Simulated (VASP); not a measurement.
Ga3P, 4 atoms in the cell. Symmetry: Fm-3m, No. 225, cubic system. The conventional cell has a = 6.529 Å, b = 6.529 Å, c = 6.529 Å, α = 90.00°, β = 90.00°, γ = 90.00°. Around Ga (site symmetry m-3m) lie 8 Ga at 2.83 Å. Ga (site symmetry -43m) is surrounded by 4 Ga at 2.83 Å and 4 P at 2.83 Å. Around P (site symmetry m-3m) lie 8 Ga at 2.83 Å. The cell was built by a generator and needn't be a form met in nature.

* Program: VASP 6.6.1
* Task: single point
* Functional: PBE
* Potentials or basis: VASP PAW PBE potentials, release 64 (Ga_d, P)
* Cutoff: 520 eV
* k mesh: 7 × 7 × 7
* Occupations: fermi-dirac, width 0.05 eV
* Spin: no spin polarisation
* Further INCAR settings: ALGO = Normal; EDIFF = 1e-07; NBANDS = 30

Potentials or basis: VASP PAW PBE potentials, release 64 (Ga_d, P).

Command:

```sh
$ cat potpaw_PBE.64/Ga_d/POTCAR potpaw_PBE.64/P/POTCAR > POTCAR
$ mpirun -np 1 vasp_std > vasp.out
```

Hardware: 1 thread of Intel(R) Xeon(R) 6975P-C (Granite Rapids), with other jobs on the host.

**Question.** Estimate the wall time of this run.

**Answer.** It took 23 s on 1 thread of Intel(R) Xeon(R) 6975P-C (Granite Rapids), with other jobs on the host, peak memory 0.21 GiB. Counts: scf iterations 13, k points 20.
